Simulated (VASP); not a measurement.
**A VASP 6.6.1 single-point calculation on ZnO**

INCAR

```
NELM = 93
ENCUT = 520
SIGMA = 0.01
METAGGA = R2SCAN
LCHARG = .FALSE.
NSW = 0
LWAVE = .FALSE.
ISMEAR = 0
LREAL = .FALSE.
IBRION = -1
LASPH = .TRUE.
ISIF = 2
EDIFF = 1E-7
PREC = Accurate
NBANDS = 8
ALGO = Normal
```

KPOINTS

```
KPOINTS created by Atomic Simulation Environment
0
Gamma
10 10 10
0 0 0
```

POSCAR

```
Zn O
 1.0000000000000000
     0.0000000000000000    2.0697572748000002    2.0697572748000002
     2.0697572748000002    0.0000000000000000    2.0697572748000002
     2.0697572748000002    2.0697572748000002    0.0000000000000000
 Zn  O
   1   1
Cartesian
  0.0000000000000000  0.0000000000000000  0.0000000000000000
  2.0697572748000006  2.0697572748000006  2.0697572748000006
```

The recommended PBE PAW datasets give the neutral cell 18 valence electrons.

Command

```
mpirun -np 1 vasp_std
```

Standard output (part)

```
POSCAR found type information on POSCAR ZnO
 POSCAR found :  2 types and       2 ions
 LDA part: xc-table for (None), standard interpolation
|     EEEEEEE  RRRRRR   RRRRRR   OOOOOOO  RRRRRR      ###     ###     ###     |
|     E        R     R  R     R  O     O  R     R     ###     ###     ###     |
|     E        R     R  R     R  O     O  R     R     ###     ###     ###     |
|     EEEEE    RRRRRR   RRRRRR   O     O  RRRRRR       #       #       #      |
|     E        R    R   R    R   O     O  R    R      ###     ###     ###     |
|     EEEEEEE  R     R  R     R  OOOOOOO  R     R     ###     ###     ###     |
|     The number of bands is not sufficient to hold all electrons. I am       |
|     sorry, but this calculation does not make sense. If you want to         |
|     calculate only selected states, you need to set either EFERMI or        |
|     EREF. EREF specifies around which energy states are supposed to be      |
|     calculated.                                                             |
|     I found NBANDS = 8, NELECT = 18.                                        |
|       ---->  I REFUSE TO CONTINUE WITH THIS SICK JOB ... BYE!!! <----       |
```

VASP stopped before the first electronic step.

**Question.** What is wrong with this input?

**Answer.** Too few bands. VASP stopped before the first electronic step.
